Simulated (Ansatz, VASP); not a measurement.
# Two plane-wave programs on CdF2

```
Cd F
1.0
     0.00000    2.67592    2.67592
     2.67592    0.00000    2.67592
     2.67592    2.67592    0.00000
Cd F
1 2
Direct
  0.00000 0.00000 0.00000
  0.75000 0.75000 0.75000
  0.25000 0.25000 0.25000
```

Alike in both runs: task single point; functional LDA; k mesh 9 × 9 × 9; occupations fermi-dirac, width 0.05 eV; no spin polarisation.

```csv
,VASP,Ansatz
version,VASP 6.6.1,Ansatz 0.2.0
potentials or method,"VASP PAW LDA potentials, release 64 (Cd, F)",Ansatz PAW
plane-wave cutoff (eV),520,420
valence electrons in the cell,26,34
```

Ansatz gave:

* gap on the k mesh at the Fermi level (eV): 2.91
* least direct gap on the mesh (eV): 3.33
* pressure (GPa): -3.6

Question: Estimate VASP's values.

Answer: gap on the k mesh at the Fermi level (eV): 2.90; least direct gap on the mesh (eV): 3.32; pressure (GPa): -2.5.

The two sets of potentials don't hold the same shells in valence.

Caveats: an odd mesh through Γ misses points on the zone boundary, where band edges often lie (VASP); odd divisions of the mesh miss points on the zone boundary, where band edges often lie, so the gap on the mesh can be too wide (Ansatz); the pressure holds a Pulay correction of +0.9 GPa for the finite cutoff (Ansatz); the PAW data sets come from PBE, with cores solved anew for the run's functional, which leaves a small shift of forces and pressure (Ansatz).
